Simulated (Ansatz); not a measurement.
Input file of a DFT run on SrO with Ansatz:

```yaml
crystal:
  lattice:
    - [4.4863742577, 0.0, 0.0]
    - [0.0, 4.4863742577, 0.0]
    - [0.0, 0.0, 3.5966252849]
  atoms:
    - { symbol: Sr, position: [0.5, 0.0, 0.2703680608] }
    - { symbol: Sr, position: [0.0, 0.526747657, 0.7296319392] }
    - { symbol: O, position: [0.0, 0.0, 0.0] }
    - { symbol: O, position: [0.5, 0.5, 0.0] }
basis:
  ecutwfc: 420
  ecutrho_ratio: 4
kpoints:
  mp_grid: { grid: [8, 8, 10] }
hamiltonian:
  xc: pbe
scf:
  occupations: { method: gaussian, width: 0.05 }
output:
  forces: true
  stress: true
  eigenvalues: true
  write_density: true
  write_potential: true
  elf: true
  volumetric_format: npy
```

Launched as:
```sh
ansatz run input.yaml --threads 2 --pin off --max-ram 2662MiB --backend cpu --events-out ev --progress --plain --runs-dir out
```

The start was a prototype's sites filled with these elements. The Crystallography Open Database lists the compound in space group Fm-3m (rock salt), so this is a trial structure.

Question: What will the run give?

Answer: Pressure 0.3 GPa, gap on the mesh 2.54 eV, largest force component 0.784 eV/Å (PBE, scalar-relativistic).

Question: About how long does the run take on 2 threads of Arm Neoverse V1, on a shared host, and how much memory does it need?

Answer: About 21 s, with a peak of 0.53 GiB.

Output, machine lines left out:

```
Pseudopotentials: kind: paw
Pseudopotential: Sr, paw, valence charge 10, recommended cutoff 420 eV (normal), Sr.paw.azcp
Pseudopotential: O, paw, valence charge 6, recommended cutoff 420 eV (normal), O.paw.azcp
Crystal: 4 atoms, lattice volume = 72.391 Å³
Basis set: ecut = 420 eV, 1413 PW (Γ), exchange–correlation on 60×60×50 points (8 copies of the dense FFT grid, shifted against one another)
Bands: 20, of which v1, the nominal top of the filled ones, is band 16 counted from 1 (15 counted from 0)
Symmetry: 2 space group operations
Space group: Pm (ITA 6), of the structure as read, at distance tolerance 4.2e-5 Å
k-points: 210 of 640 (time reversal used)
Initial density: superposition of atomic densities (neutral atoms: chi_scale 0, normalization atom), corrected by the library's trained network
Initial wavefunctions: pseudopotential atomic-orbital guess
Functional: x = pbe(κ = 0.804, μ = 0.21951), c = pbe(β = 0.06672)
```

```
SCF iter   1: F=—  HF=-8228.113448 eV  |F-HF|=—  |Δ(HF+E_count)|=         —  Δρ=2.10e-3  dr2=1.21e-3  ethr=1.77e-3  ⟨swp⟩=9.9  Hψ=28141  notcnv=0
SCF iter   2: F=—  HF=-8228.114591 eV  |F-HF|=—  |Δ(HF+E_count)|=   1.14e-3  Δρ=1.13e-3  dr2=5.62e-4  ethr=3.77e-6  ⟨swp⟩=3.2  Hψ=11225  notcnv=0
SCF iter   3: F=—  HF=-8228.114767 eV  |F-HF|=—  |Δ(HF+E_count)|=   1.77e-4  Δρ=5.86e-4  dr2=1.25e-4  ethr=1.76e-6  ⟨swp⟩=2.2  Hψ=5853  notcnv=0
SCF iter   4: F=—  HF=-8228.114850 eV  |F-HF|=—  |Δ(HF+E_count)|=   8.23e-5  Δρ=1.38e-4  dr2=7.46e-6  ethr=3.90e-7  ⟨swp⟩=2.0  Hψ=7140  notcnv=0
SCF iter   5: F=—  HF=-8228.114824 eV  |F-HF|=—  |Δ(HF+E_count)|=   2.61e-5  Δρ=4.68e-5  dr2=1.04e-6  ethr=2.33e-8  ⟨swp⟩=3.0  Hψ=8339  notcnv=0
SCF iter   6: F=-8228.114824 eV  HF=-8228.114824 eV  |F-HF|=2.10e-8  |Δ(HF+E_count)|=   7.00e-7  Δρ=8.73e-6  dr2=7.29e-8  ethr=3.13e-10  ⟨swp⟩=8.7  Hψ=35280  notcnv=0
```

```
SCF 1 converged in 6 iterations: F = -8228.114824 eV  dr2 = 7.29e-8
SCF converged after 6 iterations
Free energy (F): -8228.114824 eV
E sigma→0 (E₀):  -8228.114824 eV
Fermi energy:    8.906268 eV
--- Per-component energies (eV) ---
  E_band       = -139.157315
  E_kinetic    = 844.412025
  E_local      = -1842.675666  (includes V_loc(G=0)·N_el)
  E_nonlocal   = 499.623816
  E_hartree    = 514.158749
  E_xc         = -498.032009
  E_vxc        = -517.436380  (∫ρ·V_xc dr)
  E_paw        = -5704.475007  (= ΣΔE_a)
  E_vpaw       = -151.408356  (= ΣTr[D̂ρ^β])
  E_aug_tail   = 0.004808  (compensation charges beyond the density's cutoff)
  E_ewald      = -2041.131540
  E_smearing   =  0.000000  (= −TS)
--- Forces (eV/Å), atoms counted from 1 ---
  atom   1  Sr     0.00000000     0.35397606     0.00488932
  atom   2  Sr     0.00000000    -0.78433377    -0.08149610
  atom   3  O      0.00000000     0.27586492     0.08600336
  atom   4  O      0.00000000     0.15452231    -0.00939668
--- Stress (GPa, compression-positive) ---
        0.135362       0.000000       0.000000
        0.000000       0.626111       1.338010
        0.000000       1.338009       0.244803
  P = ⅓ Tr σ = 0.3354 GPa (3.354 kbar)
```

Total energies depend on the potentials used, so only differences within one code and one set of settings carry meaning.

Kohn–Sham gaps of semilocal functionals lie under measured ones, often by a third or more.
